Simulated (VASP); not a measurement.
# Settings for KI: band structure

KI, Fm-3m (no. 225), 2 atoms in the cell. PBEsol; PAW potentials I, K_sv (PBE set). VASP 6.6.1.

Wanted: band energies at the path's corners within 0.02 eV; smallest gap over path and mesh within 0.01 eV.

What the run is for: bands; Accuracy asked: standard; Route: KPOINTS_OPT.

Band energies at the path's corners: counted from the valence top.

POSCAR:
```
KI
1.0
    0.0000000000      3.5327750000      3.5327750000
    3.5327750000      0.0000000000      3.5327750000
    3.5327750000      3.5327750000      0.0000000000
I K
1 1
Direct
    0.5000000000      0.5000000000      0.5000000000
    0.0000000000      0.0000000000      0.0000000000
```

The series start from Plane-wave cutoff (eV): 300; k-point mesh: 5 × 5 × 5; k points a path segment: 12; Electronic threshold (eV): 1e-6; Precision mode (PREC): Accurate; Bands in all (NBANDS): 20; Aspherical gradient terms in the spheres (LASPH): yes. Each series keeps the choices made before it, and each single choice may use up half of a tolerance.

## Plane-wave cutoff (eV)

| Plane-wave cutoff (eV) | Band energies at the path's corners, largest deviation (eV) | Smallest gap over path and mesh (eV) | Time (s) |
|---|---|---|---|
| 210 | 0.033 | 3.832 | 28 |
| 260 | 0.001 | 3.814 | 43 |
| 300 | 0.001 | 3.814 | 44 |
| 340 | 0.001 | 3.815 | 53 |
| 420 | 0.000 | 3.814 | 86 |
| 520 (reference) | 0.000 | 3.814 | 114 |

Chosen: 260, the loosest value from which every tighter one stays within half of the tolerance.

## k-point mesh

| k-point mesh | Band energies at the path's corners, largest deviation (eV) | Smallest gap over path and mesh (eV) | Time (s) |
|---|---|---|---|
| 2 × 2 × 2 | 0.063 | 3.785 | 39 |
| 3 × 3 × 3 | 0.007 | 3.811 | 35 |
| 4 × 4 × 4 | 0.001 | 3.813 | 38 |
| 5 × 5 × 5 | 0.000 | 3.814 | 43 |
| 6 × 6 × 6 | 0.000 | 3.814 | 47 |
| 7 × 7 × 7 (reference) | 0.000 | 3.814 | 49 |

Chosen: 3 × 3 × 3.

## Electronic threshold (eV)

| Electronic threshold (eV) | Band energies at the path's corners, largest deviation (eV) | Smallest gap over path and mesh (eV) | Time (s) |
|---|---|---|---|
| 0.001 | 0.009 | 3.791 | 13 |
| 0.0001 | 0.001 | 3.808 | 15 |
| 1e-5 | 0.001 | 3.808 | 16 |
| 1e-6 | 0.000 | 3.811 | 18 |
| 1e-7 (reference) | 0.000 | 3.811 | 19 |

Chosen: 0.0001.

## Precision mode (PREC)

| Precision mode (PREC) | Band energies at the path's corners, largest deviation (eV) | Smallest gap over path and mesh (eV) | Time (s) |
|---|---|---|---|
| SingleN | 0.002 | 3.809 | 7.5 |
| Normal | 0.000 | 3.808 | 7.6 |
| Accurate (reference) | 0.000 | 3.808 | 15 |

Chosen: SingleN.

## Bands in all (NBANDS)

| Bands in all (NBANDS) | Band energies at the path's corners, largest deviation (eV) | Smallest gap over path and mesh (eV) | Time (s) |
|---|---|---|---|
| 10 | 0.048 | 3.810 | 4.6 |
| 11 | 0.009 | 3.788 | 4.6 |
| 12 | 0.002 | 3.811 | 5.3 |
| 14 | 0.001 | 3.811 | 5.9 |
| 20 | 0.001 | 3.809 | 7.5 |
| 30 (reference) | 0.000 | 3.811 | 9.9 |

Chosen: 12.

## Aspherical gradient terms in the spheres (LASPH)

| Aspherical gradient terms in the spheres (LASPH) | Band energies at the path's corners, largest deviation (eV) | Smallest gap over path and mesh (eV) | Time (s) |
|---|---|---|---|
| yes | 0.000 | 3.811 | 5.3 |
| no | 0.000 | 3.811 | 4.2 |

Chosen: yes; no other choice that stays within half of the tolerance saves 30 % of the time.

Also changed on the way, by series that aren't shown: k points a path segment: 5.

## All choices together

| Input | Band energies at the path's corners, largest deviation (eV) | Smallest gap over path and mesh (eV) | Time (s) |
|---|---|---|---|
| the program's defaults (naive) | 0.003 | 3.814 | 17 |
| chosen settings | 0.008 | 3.811 | 5.3 |
| reference settings throughout | 0.000 | 3.814 | 432 |

The tolerance is met.

## The input

INCAR:
```
GGA = PS
ISMEAR = 0
SIGMA = 0.03
LWAVE = False
LCHARG = False
NBANDS = 12
PREC = SingleN
LASPH = True
LREAL = False
ALGO = Normal
EDIFF = 1E-4
NELM = 120
GGA_COMPAT = False
ENCUT = 260
EFERMI = MIDGAP
```

KPOINTS:
```
Automatic mesh
0
Gamma
  3 3 3
  0 0 0
```

KPOINTS_OPT:
```
path GXWKGLUWLK,UX
5
line-mode
reciprocal
 0.0000000000  0.0000000000  0.0000000000  G
 0.5000000000  0.0000000000  0.5000000000  X

 0.5000000000  0.0000000000  0.5000000000  X
 0.5000000000  0.2500000000  0.7500000000  W

 0.5000000000  0.2500000000  0.7500000000  W
 0.3750000000  0.3750000000  0.7500000000  K

 0.3750000000  0.3750000000  0.7500000000  K
 0.0000000000  0.0000000000  0.0000000000  G

 0.0000000000  0.0000000000  0.0000000000  G
 0.5000000000  0.5000000000  0.5000000000  L

 0.5000000000  0.5000000000  0.5000000000  L
 0.6250000000  0.2500000000  0.6250000000  U

 0.6250000000  0.2500000000  0.6250000000  U
 0.5000000000  0.2500000000  0.7500000000  W

 0.5000000000  0.2500000000  0.7500000000  W
 0.5000000000  0.5000000000  0.5000000000  L

 0.5000000000  0.5000000000  0.5000000000  L
 0.3750000000  0.3750000000  0.7500000000  K

 0.6250000000  0.2500000000  0.6250000000  U
 0.5000000000  0.0000000000  0.5000000000  X
```

Commands:
```
cat potpaw_PBE.64/I/POTCAR potpaw_PBE.64/K_sv/POTCAR > POTCAR
mpirun -np 1 vasp_std > vasp.out
```

The naive input happens to agree within the tolerance here, in 17 s.

Limits: PBEsol gaps are mostly well below measured ones; spin-orbit coupling is off, though it shifts bands of the heavy elements by a tenth of an eV or more.

The chosen input took VASP 6.6.1 5.3 s on 1 core (AMD EPYC 7R43 (Zen 3)), a shared host.

## An input that fails: fixed density asked without a density file

VASP's message: ERROR: charge density could not be read from file CHGCAR for ICHARG>10.

Changes against the starting input:
```
- NELM = 120
+ NELM = 77
+ ICHARG = 11
```
